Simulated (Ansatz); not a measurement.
The calculation used DFT PBE, scalar-relativistic, plane waves, PAW (Ansatz 0.2.0). All cells share a 420 eV cutoff and Γ-centred k meshes spaced at most about 0.3 Å⁻¹ (about 0.25 or finer for metals, 2π included). No spin polarisation.

These are static total energies at zero pressure.

Two relaxed structures of Hf4O3:

A. Space group P-43m (No. 215), cubic, a = 4.876 Å. Hf is surrounded by 3 O at 2.12 Å; around O lie 4 Hf at 2.12 Å.

B. Space group P-42m (No. 111), tetragonal, a = 4.970 Å, c = 4.781 Å. Around Hf lie 3 O at 2.11–2.13 Å; around O on a site of symmetry 222 lie 4 Hf at 2.11 Å and 2 O at 2.49 Å; O on a site of symmetry -42m is surrounded by 4 Hf at 2.13 Å and 4 O at 2.49 Å.

Task: Which would you expect to be lower, and how large is the difference?

Result: B is lower, by 40 meV/atom. A has space group P-43m (No. 215), 16.6 Å³/atom and no gap on its mesh; B has space group P-42m (No. 111), 16.9 Å³/atom and no gap. Both come from invented guesses. The lowest form computed isn't among them: it has space group P-42m (No. 111), 16.7 Å³/atom and lies 38 meV/atom below the best shown.

These runs have no spin–orbit coupling, which can matter for Hf. Cells relaxed within their symmetry can be saddle points. Some candidate types were left out of the draw beforehand, so a known form may be missing.
